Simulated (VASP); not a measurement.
# PtSe2 in VASP: a series of runs, part 3 of 3

VASP 6.6.1.

**4. Relaxation of cell and atoms, PBE+D3(BJ)**

INCAR reads:

```
  ALGO = Normal
  EDIFF = 1E-6
  EDIFFG = -0.01
  ENCUT = 600
  GGA = PE
  IBRION = 2
  ISIF = 3
  ISMEAR = 0
  IVDW = 12
  KPAR = 4
  LASPH = True
  LATTICE_CONSTRAINTS = .TRUE. .TRUE. .FALSE.
  LCHARG = False
  LREAL = False
  LWAVE = False
  NELM = 80
  NSW = 90
  PREC = Accurate
  SIGMA = 0.03
```

KPOINTS reads:

```
k-points
0
Gamma
  9 9 1
```

POSCAR reads:

```
PtSe2
1.0
    3.7240000000      0.0000000000      0.0000000000
   -1.8620000000      3.2250786000      0.0000000000
    0.0000000000      0.0000000000     30.6550000000
Se Pt
6 3
Direct
    0.6666666700      0.3333333300      0.2935899500
    0.3333333300      0.6666666700      0.3761539700
    0.6666666700      0.3333333300      0.4587179900
    0.3333333300      0.6666666700      0.5412820100
    0.6666666700      0.3333333300      0.6238460300
    0.3333333300      0.6666666700      0.7064100500
    0.0000000000      0.0000000000      0.3348719600
    0.0000000000      0.0000000000      0.5000000000
    0.0000000000      0.0000000000      0.6651280400
```

Potentials or basis: VASP PAW PBE potentials, release 64 (Se, Pt).

On the command line:

```bash
> cat potpaw_PBE.64/Se/POTCAR potpaw_PBE.64/Pt/POTCAR > POTCAR
> mpirun -np 4 vasp_std > vasp.out
```

OUTCAR:

```text
EDIFF = 1E-6
   EDIFFG = -0.01
   ENCUT = 600
   GGA = PE
   IBRION = 2
   ISIF = 3
   ISMEAR = 0
   IVDW = 12
   LASPH = True
   LREAL = False
   NELM = 80
   NSW = 90
   PREC = Accurate
 IVDW          = 12

 ion  position               nearest neighbor table
   1  0.667  0.333  0.294-   7 2.49   7 2.49   7 2.49
   2  0.333  0.667  0.376-   7 2.49   7 2.49   7 2.49
   3  0.667  0.333  0.459-   8 2.49   8 2.49   8 2.49
   4  0.333  0.667  0.541-   8 2.49   8 2.49   8 2.49
   5  0.667  0.333  0.624-   9 2.49   9 2.49   9 2.49
   6  0.333  0.667  0.706-   9 2.49   9 2.49   9 2.49
   7  0.000  0.000  0.335-   2 2.49   1 2.49   2 2.49   1 2.49   2 2.49   1 2.49
   8  0.000  0.000  0.500-   3 2.49   4 2.49   4 2.49   3 2.49   3 2.49   4 2.49
   9  0.000  0.000  0.665-   5 2.49   6 2.49   5 2.49   6 2.49   5 2.49   6 2.49

  LATTYP: Found a hexagonal cell.
 ALAT       =     3.7240000000
 C/A-ratio  =     8.2317400644

  Lattice vectors:

 A1 = (   3.7240000000,   0.0000000000,   0.0000000000)
 A2 = (  -1.8620000000,   3.2250786000,   0.0000000000)
 A3 = (   0.0000000000,   0.0000000000,  30.6550000000)

Analysis of symmetry for initial positions (statically):
=====================================================================
 Subroutine PRICEL returns:
 Original cell was already a primitive cell.

 Routine SETGRP: Setting up the symmetry group for a
 hexagonal supercell.

 Subroutine GETGRP returns: Found 12 space group operations
 (whereof 12 operations were pure point group operations)
 out of a pool of 24 trial point group operations.

The static configuration has the point symmetry D_3d.

Analysis of symmetry for dynamics (positions and initial velocities):
=====================================================================
 Subroutine PRICEL returns:
 Original cell was already a primitive cell.

 Routine SETGRP: Setting up the symmetry group for a
 hexagonal supercell.

 Subroutine GETGRP returns: Found 12 space group operations
 (whereof 12 operations were pure point group operations)
 out of a pool of 24 trial point group operations.

The dynamic configuration has the point symmetry D_3d.

 Subroutine INISYM returns: Found 12 space group operations
[... 112 lines left out ...]
   EFERMI =   0.00;   METHOD = LEGACY
   ISMEAR =     0;   SIGMA  =   0.03  broadening in eV -4-tet -1-fermi 0-gaus
   EFERMI_NEDOS =   21; number of points for ismear=-14 and -15
   IALGO  =     38    algorithm
   IMIX   =      4    mixing-type and parameters
     AMIX     =   0.40;   BMIX     =  1.00
     AMIX_MAG =   1.60;   BMIX_MAG =  1.00
  volume/ion in A,a.u.               =      40.91       276.06
  Fermi-wavevector in a.u.,A,eV,Ry     =   0.923079  1.744367 11.593191  0.852076
  Thomas-Fermi vector in A             =   2.048677
   LORBIT       =      0    0 simple, 1 ext, 2 COOP (PROOUT), +10 PAW based schemes
   GGA     = PE    functional components
   LHFCALC =     F    Hartree Fock is set to
   AEXX    =    0.0000 exact exchange contribution
   IVDW    =    12    specifies the selected vdW correction
   LEPSILON=     F    determine dielectric tensor
   LRPA    =     F    only Hartree local field effects (RPA)
 conjugate gradient relaxation of ions
 non-spin polarized calculation
 Gauss-broadening in eV      SIGMA  =   0.03
  energy-cutoff  :      600.00
  volume of cell :      368.17
 maximum number of plane-waves:     12349
 NGX is ok and might be reduce to    30
   NGX = 15   NGY = 15   NGZ =123

--------------------------------------- Ionic step        1  -------------------------------------------

 number of electron      66.0000001 magnetization

 Free energy of the ion-electron system (eV)
  ---------------------------------------------------
  ext. energy  EPLUGINS =         0.00000000
  ---------------------------------------------------
  free energy    TOTEN  =       -42.62644229 eV

  energy without entropy =      -42.62644229  energy(sigma->0) =      -42.62644229

------------------------ aborting loop because EDIFF is reached ----------------------------------------

 Edisp (eV)   -3.72571

 E8    (eV) :    -1.6363
[... 126 lines left out ...]
  FREE ENERGIE OF THE ION-ELECTRON SYSTEM (eV)
  ---------------------------------------------------
  free  energy   TOTEN  =       -46.4165474285 eV

  energy  without entropy=      -46.4165474285  energy(sigma->0) =      -46.41654743

[... ionic steps 4 to 28 ...]

--------------------------------------- Ionic step       29  -------------------------------------------

 number of electron      66.0000007 magnetization

------------------------ aborting loop because EDIFF is reached ----------------------------------------
[... 89 lines left out ...]
--------------------------------------- Ionic step       31  -------------------------------------------

 number of electron      66.0000007 magnetization

 Free energy of the ion-electron system (eV)
  ---------------------------------------------------
  ext. energy  EPLUGINS =         0.00000000
  ---------------------------------------------------
  free energy    TOTEN  =       -42.67234544 eV

  energy without entropy =      -42.67183937  energy(sigma->0) =      -42.67209241

 E-fermi :   0.8754     XC(G=0):  -5.6127

 val. band max:        0.8658624458   @ k =   0.0000   0.0000   0.0000
 cond. band min:       0.9050612741   @ k =   0.3333   0.3333   0.0000
 fundamental gap:      0.0391988284
 Fermi energy:         0.8754296419

 k-point     1 :       0.0000    0.0000    0.0000
  band No.  band energies     occupation
      1     -14.8389      2.00000
      2     -14.4910      2.00000
      3     -14.1178      2.00000
      4     -13.0822      2.00000
      5     -12.4945      2.00000
      6     -12.0786      2.00000
[... 533 lines left out ...]
  FREE ENERGIE OF THE ION-ELECTRON SYSTEM (eV)
  ---------------------------------------------------
  free  energy   TOTEN  =       -46.4549045390 eV

  energy  without entropy=      -46.4543984611  energy(sigma->0) =      -46.45465150

 reached required accuracy - stopping structural energy minimisation
```

OSZICAR:

```text
N       E                     dE             d eps       ncg     rms          rms(c)
DAV:   1     0.523061278853E+03    0.52306E+03   -0.28822E+04   936   0.155E+03
DAV:   2     0.654586168503E+01   -0.51652E+03   -0.49883E+03  1255   0.268E+02
DAV:   3    -0.432526490544E+02   -0.49799E+02   -0.48352E+02  1129   0.866E+01
[... 267 lines left out ...]
       N       E                     dE             d eps       ncg     rms          rms(c)
DAV:   1    -0.426723660648E+02    0.89471E-03   -0.23287E-03   936   0.228E-01    0.348E-02
DAV:   2    -0.426723500376E+02    0.16027E-04   -0.16355E-04  1023   0.797E-02    0.173E-02
DAV:   3    -0.426723463558E+02    0.36818E-05   -0.10977E-05  1034   0.228E-02    0.780E-03
DAV:   4    -0.426723454443E+02    0.91145E-06   -0.60267E-06   936   0.109E-02
  31 F= -.46454905E+02 E0= -.46454652E+02  d E =-.237454E-04
```

Run time: 17 min. Hardware: 4 MPI ranks of Intel Xeon Platinum 8488C (Sapphire Rapids), shared host; peak memory 0.67 GiB.

What came out:

```yaml
Free_energy: -46.4549 eV
Relaxed_volume: 41.44 Å³/atom
Relaxed_cell: a = 3.748 Å, b = 3.748 Å, c = 30.655 Å, α = 90.00°, β = 90.00°, γ = 120.00°
Space_group_after_relaxing_to_0.05_Å: P-3m1 (No. 164)
Energy_gained_by_relaxing: 11.4 meV/atom
Ionic_steps: 31
Largest_force_after_relaxing: 0.005 eV/Å
Band_gap_on_the_k_mesh: 0.04 eV, indirect (least direct gap 0.80 eV)
Dispersion_energy_per_atom: -0.420 eV
```

Forces on the atoms (eV/Å):
```
Se   0.000  0.000 -0.005
Se   0.000  0.000  0.003
Se   0.000  0.000  0.003
Se   0.000  0.000 -0.003
Se   0.000  0.000 -0.003
Se   0.000  0.000  0.005
Pt   0.000  0.000 -0.005
Pt   0.000  0.000  0.000
Pt   0.000  0.000  0.005
```

The path:
| step | energy change (eV) | largest force (eV/Å) | pressure (GPa) | volume (Å³) |
| --- | --- | --- | --- | --- |
| 1 | 0.0000 | 0.6685 | 1.66 | 368.17 |
| 2 | 0.0136 | 0.3198 | -2.05 | 384.39 |
| 3 | -0.0644 | 0.1915 | -0.21 | 375.71 |
| 4 | -0.0774 | 0.1705 | -0.17 | 373.82 |
| 5 | -0.0860 | 0.1539 | -0.09 | 370.55 |
| 6 | -0.0882 | 0.0628 | -0.15 | 370.04 |
| 7 | -0.0883 | 0.0324 | -0.14 | 370.13 |
| 8 | -0.0886 | 0.0333 | -0.11 | 370.05 |
| 9 | -0.0892 | 0.0441 | -0.01 | 369.80 |
| 10 | -0.0891 | 0.0963 | 0.16 | 369.31 |
| 11 | -0.0894 | 0.0590 | 0.06 | 369.58 |
| 12 | -0.0894 | 0.0597 | 0.06 | 369.59 |
| 13 | -0.0895 | 0.0615 | 0.06 | 369.64 |
| 14 | -0.0898 | 0.0647 | 0.05 | 369.73 |
| 15 | -0.0903 | 0.0718 | 0.03 | 369.90 |
| 16 | -0.0912 | 0.0852 | 0.01 | 370.26 |
| 17 | -0.0926 | 0.1125 | -0.05 | 370.98 |
| 18 | -0.0935 | 0.1668 | -0.15 | 372.41 |
| 19 | -0.0945 | 0.1651 | -0.14 | 372.49 |
| 20 | -0.0969 | 0.1596 | -0.09 | 372.74 |
| 21 | -0.0998 | 0.1470 | 0.00 | 373.23 |
| 22 | -0.1002 | 0.1400 | 0.05 | 373.48 |
| 23 | -0.1020 | 0.0639 | -0.03 | 373.73 |
| 24 | -0.1022 | 0.0272 | -0.07 | 373.87 |
| 25 | -0.1026 | 0.0451 | 0.07 | 372.95 |
| 26 | -0.1026 | 0.0402 | 0.04 | 373.15 |
| 27 | -0.1027 | 0.0132 | 0.01 | 373.11 |
| 28 | -0.1027 | 0.0135 | 0.00 | 373.10 |
| 29 | -0.1027 | 0.0114 | 0.01 | 373.10 |
| 30 | -0.1027 | 0.0116 | 0.00 | 373.10 |
| 31 | -0.1028 | 0.0054 | 0.01 | 373.00 |

Final structure:
```cif
data_structure
_symmetry_space_group_name_H-M 'P 1'
_symmetry_Int_Tables_number 1
_cell_length_a 3.7483
_cell_length_b 3.7483
_cell_length_c 30.6550
_cell_angle_alpha 90.000
_cell_angle_beta 90.000
_cell_angle_gamma 120.000
_cell_volume 373.00
loop_
_atom_site_label
_atom_site_type_symbol
_atom_site_fract_x
_atom_site_fract_y
_atom_site_fract_z
_atom_site_occupancy
Se1 Se 0.66667 0.33333 0.29833 1
Se2 Se 0.33333 0.66667 0.38293 1
Se3 Se 0.66667 0.33333 0.45778 1
Se4 Se 0.33333 0.66667 0.54222 1
Se5 Se 0.66667 0.33333 0.61707 1
Se6 Se 0.33333 0.66667 0.70167 1
Pt1 Pt 0.00000 0.00000 0.34117 1
Pt2 Pt 0.00000 0.00000 0.50000 1
Pt3 Pt 0.00000 0.00000 0.65883 1
```

Caveat: spin-orbit coupling is left out, which moves the levels of the heavy elements.

**5. Relaxation of cell and atoms, PBE+D3(BJ)**

This run uses another cell than the first one, of 41.44 Å³/atom, 1.013 times its volume.

Edit INCAR of step 4 so:

```diff
@@ -1,4 +1,4 @@
   ALGO = Normal
-  EDIFF = 1E-6
-  EDIFFG = -0.01
+  EDIFF = 1E-7
+  EDIFFG = -0.005
   ENCUT = 600
```

KPOINTS is that of step 4.

POSCAR reads:

```
PtSe2                                   
1.0
    3.7483432905      0.0000000000      0.0000000000
   -1.8741716453      3.2461605079      0.0000000000
    0.0000000000      0.0000000000     30.6550000000
  Se              Pt            
     6     3
Direct
     0.6666666699999979    0.3333333300000021    0.2983286301861160
     0.3333333300000021    0.6666666699999979    0.3829295494013519
     0.6666666699999979    0.3333333300000021    0.4577810124467700
     0.3333333300000021    0.6666666699999979    0.5422189875532299
     0.6666666699999979    0.3333333300000021    0.6170704505986483
     0.3333333300000021    0.6666666699999979    0.7016713698138840
     0.0000000000000000    0.0000000000000000    0.3411733384698296
     0.0000000000000000    1.0000000000000000    0.5000000000000000
     0.0000000000000000    0.0000000000000000    0.6588266615301704
```

On the command line:

```bash
> cat potpaw_PBE.64/Se/POTCAR potpaw_PBE.64/Pt/POTCAR > POTCAR
> mpirun -np 4 vasp_std > vasp.out
```

Run time: 2.2 min. Hardware: 4 MPI ranks of Intel Xeon Platinum 8488C (Sapphire Rapids), shared host; peak memory 0.67 GiB.

The run converged. Its results:

| Quantity | Value |
| --- | --- |
| Free energy | -46.4552 eV |
| Energy gained by relaxing | 0.0 meV/atom |
| Ionic steps | 2 |
| Largest force after relaxing | 0.005 eV/Å |
| Band gap on the k mesh | 0.04 eV, indirect (least direct gap 0.80 eV) |
| Dispersion energy per atom | -0.420 eV |

Forces in eV/Å, atoms in the order of the input:
```
Se   0.000  0.000 -0.005
Se   0.000  0.000 -0.001
Se   0.000  0.000  0.001
Se   0.000  0.000 -0.001
Se   0.000  0.000  0.001
Se   0.000  0.000  0.005
Pt   0.000  0.000 -0.002
Pt   0.000  0.000  0.000
Pt   0.000  0.000  0.002
```

Final structure:
```
Se Pt
1.0
     3.74834    0.00000    0.00000
    -1.87417    3.24616    0.00000
     0.00000    0.00000   30.65500
Se Pt
6 3
Direct
  0.66667 0.33333 0.29832
  0.33333 0.66667 0.38294
  0.66667 0.33333 0.45778
  0.33333 0.66667 0.54222
  0.66667 0.33333 0.61706
  0.33333 0.66667 0.70168
  0.00000 0.00000 0.34117
  0.00000 0.00000 0.50000
  0.00000 0.00000 0.65883
```

Levels at points of the mesh, in eV from the valence-band top:
```csv
k point,band 30,band 31,band 32,band 33,band 34,band 35,band 36,band 37
"(0.00, 0.00, 0.00)",-1.14,-1.14,-1.09,0.00,1.21,1.21,1.70,1.70
```

Caveat: spin-orbit coupling is left out, which moves the levels of the heavy elements.
